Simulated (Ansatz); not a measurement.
# HfN: rigid cleavage

These are results of DFT PBEsol, scalar-relativistic, plane waves, PAW in Ansatz 0.2.0, not measurements. The runs took a 420 eV cutoff, a Γ-centred 21×21×4 mesh and Gaussian smearing (0.15 eV). Spin–orbit coupling is left out, which can shift energies with elements as heavy as these. No spin polarisation. Energies are free energies at this smearing, counted from the undisturbed cell; pressure is positive in compression.

Zero of the scan (relaxed at this level):

```
Hf N
1.0
     2.25078   -2.25078    0.00000
     2.25078    0.00000   -2.25078
     9.00310    9.00310    9.00310
Hf N
6 6
Direct
  0.00000 0.00000 0.37500
  0.33333 0.33333 0.20833
  0.66667 0.66667 0.54167
  0.00000 0.00000 0.87500
  0.33333 0.33333 0.70833
  0.66667 0.66667 0.04167
  0.66667 0.66667 0.29167
  0.00000 0.00000 0.12500
  0.33333 0.33333 0.45833
  0.66667 0.66667 0.79167
  0.00000 0.00000 0.62500
  0.33333 0.33333 0.95833
```

The cut lies on the cell's a–b face, a (1 1 1) plane (indices in the standard cell, whose axes needn't be the Cartesian ones shown) of area 8.77 Å², between layers 1.30 Å apart. Vector c is lengthened by d along the normal with the atoms' Cartesian places fixed: one unrelaxed cut a cell. The cell is metallic on the mesh throughout.

```csv
d (Å),energy (J/m²)
0.00,0.00
0.50,1.69
1.00,4.49
3.00,8.98
```

(1) Predict the traction dE/dd (GPa) at each point.

Results:

(1)
```tsv
d (Å)	traction dE/dd (GPa)
0.00	0.0
0.50	54.0
1.00	52.8
3.00	4.0
```

Cost: 4 runs of about 19 core-minutes in all, on Intel Xeon Platinum 8375C (Ice Lake) (shared hosts).